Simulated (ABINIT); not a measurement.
Set up this calculation in ABINIT 10.8.3 (patched build), as the native input.

```
Task                : single point
Functional          : PBE
Potentials or basis : JTH PAW PBE v2.0
Cutoff              : 626 eV
k mesh              : 5 × 5 × 6
Occupations         : fermi-dirac, width 0.05 eV
Spin                : no spin polarisation
Fine-grid cutoff    : 1224.51 eV
```

Crystal: HfO2.

```
Hf O
1.0
     5.08032    0.00000    0.00000
     0.00000    5.16487    0.00000
     0.00000    0.00000    4.89088
Hf O
4 8
Direct
  0.22259 0.78180 0.27207
  0.72259 0.71820 0.72793
  0.77741 0.21820 0.27207
  0.27741 0.28180 0.72793
  0.18682 0.16365 0.10453
  0.68682 0.33635 0.89547
  0.81318 0.83635 0.10453
  0.31318 0.66365 0.89547
  0.00000 0.50000 0.48905
  0.50000 0.00000 0.51095
  0.00000 0.00000 0.57562
  0.50000 0.50000 0.42438
```

The cell comes from a database or a generator and needn't be the stable form of this composition.

The input as run:

run.abi

```
# Pseudopotentials
pp_dirpath "./"
pseudos "Hf.GGA_PBE-JTH.xml, O.GGA_PBE-JTH.xml"

# Structure
acell 3*1.0 Angstrom
rprim
     5.0803194000     0.0000000000     0.0000000000
     0.0000000000     5.1648674500     0.0000000000
     0.0000000000     0.0000000000     4.8908836500
ntypat 2
znucl 72 8
natom 12
typat 1 1 1 1 2 2 2 2 2 2 2 2
xred
     0.2225908200     0.7817995800     0.2720679400
     0.7225908200     0.7182004200     0.7279320600
     0.7774091800     0.2182004200     0.2720679400
     0.2774091800     0.2817995800     0.7279320600
     0.1868153200     0.1636487800     0.1045346200
     0.6868153200     0.3363512200     0.8954653800
     0.8131846800     0.8363512200     0.1045346200
     0.3131846800     0.6636487800     0.8954653800
     0.0000000000     0.5000000000     0.4890544500
     0.5000000000     0.0000000000     0.5109455500
     0.0000000000     0.0000000000     0.5756249900
     0.5000000000     0.5000000000     0.4243750100
chkprim 0
chksymtnons 0
tolsym 1.0e-6

# Plane-wave basis
ecut 23.0
pawecutdg 45.0
pawxcdev 0

# k points
kptopt 1
ngkpt 5 5 6
nshiftk 1
shiftk 0.0 0.0 0.0

# Exchange and correlation
ixc 11

# Bands and occupations
nband 58
occopt 3
tsmear 0.00183747

# SCF cycle
nstep 100
tolvrs 1.0e-9

# Output
iomode 3
prtwf 0
prteig 0
prtebands 0
prtvol 2
prtden 1
prtvha 1
prtvclmb 1
prtpot 1
```

Potentials or basis: JTH PAW PBE v2.0.

Run with:

```sh
$ abinit run.abi > log 2>&1
```

Results of the run:

* Pressure: 6.9 GPa
* Largest force: 0.140 eV/Å
* Band gap on the k mesh: 3.84 eV, direct

Caveat: spin-orbit coupling is left out, which moves the levels of the heavy elements; an odd mesh through Γ misses points on the zone boundary, where band edges often lie; the atomic spheres overlap.

Wall time 33 min on 1 thread of Intel(R) Xeon(R) Processor @ 2.50GHz (Skylake/Cascade Lake), with other jobs on the host, peak memory 0.43 GiB.
